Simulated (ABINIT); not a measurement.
A run of ABINIT 10.8.3 (patched build) is set up as follows.

Contents of run.abi:

```
# Datasets
ndtset 3

# Pseudopotentials
pp_dirpath "./"
pseudos "Mo.upf, S.upf"

# Structure
acell 3*1.0 Angstrom
rprim
     3.2274645616     0.0000000000     0.0000000000
    -1.6137322808     2.7950663001     0.0000000000
     0.0000000000     0.0000000000     6.3124734200
ntypat 2
znucl 42 16
natom 3
typat 1 2 2
xred
            0.0            0.0            1/2
            2/3            1/3   0.7446806800
            1/3            2/3   0.2553193200

# Plane-wave basis
ecut 35.0

# k points
ngkpt 10 10 4
nshiftk 1
shiftk 0.0 0.0 0.5
istwfk *1

# Exchange and correlation
ixc 7

# Bands and occupations
occopt 3
tsmear 0.00183747

# SCF cycle
nstep 80

# Output
iomode 3
prteig 0
prtebands 0

# Dataset 1: ground state
nband1 17
tolvrs1 1.0e-12
prtden1 1
prtwf1 0
kptopt1 1

# Dataset 2: empty bands at fixed density
iscf2 -3
getden2 1
nband2 25
nbdbuf2 4
tolwfr2 1.0e-12
nstep2 120
prtden2 0
kptopt2 1

# Dataset 3: wave functions and velocity matrix elements in the full zone
optdriver3 8
wfk_task3 "wfk_optics_fullbz"
getwfk3 2
nband3 21
kptopt3 1
prtevk3 1
inclvkb3 2
```

The input optic.abi:

```
&FILES
 ddkfile_1 = 'runo_DS3_1_EVK.nc',
 ddkfile_2 = 'runo_DS3_2_EVK.nc',
 ddkfile_3 = 'runo_DS3_3_EVK.nc',
 wfkfile = 'runo_DS3_WFK.nc'
/
&PARAMETERS
 broadening = 0.005512,
 domega = 0.002,
 maxomega = 0.8,
 scissor = 0.000000,
 tolerance = 0.002
/
&COMPUTATIONS
 num_lin_comp = 2,
 lin_comp = 11,33,
 num_nonlin_comp = 0
/
```

Potentials or basis: PseudoDojo NC SR LDA v0.4.1 standard.

Command:

```bash
$ abinit run.abi > log 2>&1
$ optic optic.abi > optic.log 2>&1
```

Question: What does it give for the pressure?

Answer: -6.1 GPa.

Question: Estimate the largest force.

Answer: 0.154 eV/Å.

Forces on the atoms (eV/Å):
```
Mo   0.000  0.000  0.000
S    0.000  0.000 -0.154
S    0.000  0.000  0.154
```
